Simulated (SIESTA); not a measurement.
FeO (Wuestite):

```
Fe O
1.0
     0.00000    2.15540    2.15540
     2.15540    0.00000    2.15540
     2.15540    2.15540    0.00000
Fe O
1 1
Direct
  0.00000 0.00000 0.00000
  0.50000 0.50000 0.50000
```

Base run:

* Program: SIESTA 5.4.2
* Functional: PBE
* Potentials or basis: PseudoDojo 0.4 standard (PBE files)
* Basis: DZP (energy shift 0.003 Ry; two zetas on semicore shells)
* Grid cutoff: 800 Ry
* Energy shift: 0.003 Ry
* k mesh: 11 × 11 × 11
* Occupations: fermi-dirac, width 0.05 eV
* Spin: collinear spin, ferromagnetic start
* Starting moments: [3.0, 0.0] μB

Its results: band gap on the k mesh none (metal or under the smearing width); pressure 0.3 GPa; net moment 4.00 μB per cell; site moments Fe +3.69; O +0.31 μB.

Problem. The run is repeated on the same cell with these changes: functional from PBE to vdW-DF-cx. What comes out?

Solution. Band gap on the k mesh none (metal or under the smearing width); pressure -5.8 GPa; net moment 4.00 μB per cell; site moments Fe +3.68; O +0.32 μB.

Caveats: short orbitals over semicore shells can move pressures by several GPa; the basis of atomic orbitals isn't converged, which shifts pressures, moduli and gaps; a cell with one magnetic atom can't hold antiferromagnetic order, which such compounds often take; semilocal functionals often make such compounds metallic where correlation or magnetic order opens a gap, which also shifts bond lengths; the potentials were made for another functional, which shifts forces and pressure (some runs).

Not every run made on this cell is shown here.
